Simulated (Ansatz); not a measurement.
InAs, one cell by several methods

```
In As
1.0
     0.00000    2.87432    2.87432
     2.87432    0.00000    2.87432
     2.87432    2.87432    0.00000
In As
1 1
Direct
  0.00000 0.00000 0.00000
  0.50000 0.50000 0.50000
```

Atoms are numbered in the order listed.

The structure comes from a relaxation in the same program, started in the rocksalt type, and has space group Fm-3m. Whether it is a known phase or the ground state wasn't checked.

Spin–orbit coupling is left out, though it moves levels of the heavy atoms by tenths of an eV or more.

Methods: DFT, PBEsol, PAW with Ansatz's default frozen-core files, scalar-relativistic (Ansatz 0.2.0); DFT, PBEsol, all-electron LAPW, scalar-relativistic (Ansatz 0.2.0).

For PAW: a Γ-centred 10×10×10 k mesh, Fermi–Dirac smearing of 0.05 eV, cutoff 420 eV, no spin polarisation; the PAW files were made with PBE, and the program remakes their frozen cores for this functional. LAPW targets a basis error of 1 meV/atom. The Ansatz runs share mesh, smearing and spin set-up. Plane-wave (PAW) pressures include the program's estimate of the Pulay term.

Stress and pressure are positive in compression.

Levels count from the Fermi level.

| quantity | PAW | LAPW |
| --- | --- | --- |
| pressure (GPa) | -3.29 | -3.27 |
| highest filled level at U (eV) | -0.137 | -0.137 |
| lowest empty level at U (eV) | 5.466 | 5.466 |
| highest filled level at K (eV) | -0.137 | -0.137 |
| lowest empty level at K (eV) | 5.466 | 5.466 |
| highest filled level at W (eV) | -3.711 | -3.710 |
| lowest empty level at W (eV) | 2.210 | 2.210 |

PAW's pressure differs from the LAPW value by -0.02 GPa.
